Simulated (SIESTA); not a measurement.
Crystal: WC.

```
W C
1.0
     0.00000    2.19268    2.19268
     2.19268    0.00000    2.19268
     2.19268    2.19268    0.00000
W C
1 1
Direct
  0.00000 0.00000 0.00000
  0.50000 0.50000 0.50000
```

Measurements of this composition are mostly on another form, of space group No. 187.

- Program: SIESTA 5.4.2
- Task: single point
- Functional: PBEsol
- Potentials or basis: PseudoDojo 0.4 standard (PBEsol files)
- Basis: DZP (energy shift 0.003 Ry; two zetas on semicore shells)
- Grid cutoff: 800 Ry
- Energy shift: 0.003 Ry
- k mesh: 10 × 10 × 10
- Occupations: fermi-dirac, width 0.05 eV
- Spin: no spin polarisation

On this cell: pressure -0.5 GPa; largest force zero by symmetry; band gap on the k mesh none (metal or under the smearing width).

The same run follows on a disturbed copy (atoms moved at random, drawn with an rms of 0.05 Å):

```
W C
1.0
     0.00000    2.19268    2.19268
     2.19268    0.00000    2.19268
     2.19268    2.19268    0.00000
W C
1 1
Cartesian
  -0.0044 -0.0321 -0.0488
  2.1767 2.2019 2.2440
```

What changes?

The energy (extrapolated to zero smearing) moves by +18.9 meV/atom; pressure 1.3 GPa; largest force 0.731 eV/Å; band gap on the k mesh none (metal or under the smearing width).

Forces on the atoms (eV/Å):
```
W   -0.077  0.283  0.670
C    0.076 -0.283 -0.670
```

Stress tensor (GPa, compression positive):
```
-0.85  0.00  0.01
 0.00 -0.03 -0.03
 0.01 -0.03  4.75
```

Caveats: short orbitals over semicore shells can move pressures by several GPa; the basis of atomic orbitals isn't converged, which shifts pressures, moduli and gaps.
